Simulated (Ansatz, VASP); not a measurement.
# One calculation of AgI, two programs

```
Ag I
1.0
     0.00000    3.31404    3.31404
     3.31404    0.00000    3.31404
     3.31404    3.31404    0.00000
Ag I
1 1
Direct
  0.00000 0.00000 0.00000
  0.25000 0.25000 0.25000
```

Alike in both runs: functional PBE; k mesh 8 × 8 × 8; no spin polarisation.

Ansatz relaxed the structure, and its values are those at the end. VASP's run is a single point on that final structure, the one shown.

|  | VASP | Ansatz |
| --- | --- | --- |
| version | VASP 6.6.1 | Ansatz 0.2.0 |
| potentials or method | VASP PAW PBE potentials, release 64 (Ag, I) | scalar-relativistic, plane waves, PAW |
| plane-wave cutoff (eV) | 520 | 420 |
| occupations | gaussian, width 0.01 eV | fixed |
| valence electrons in the cell | 18 | 36 |

```tsv
	VASP	Ansatz	Ansatz less VASP
gap on the k mesh at the Fermi level (eV)	1.34	1.34	-0.002
least direct gap on the mesh (eV)	1.34	1.34	-0.002
pressure (GPa)	-0.1	0.0	+0.06
```

The two sets of potentials don't hold the same shells in valence.

Caveats: spin-orbit coupling is left out, which moves the levels of the heavy elements.
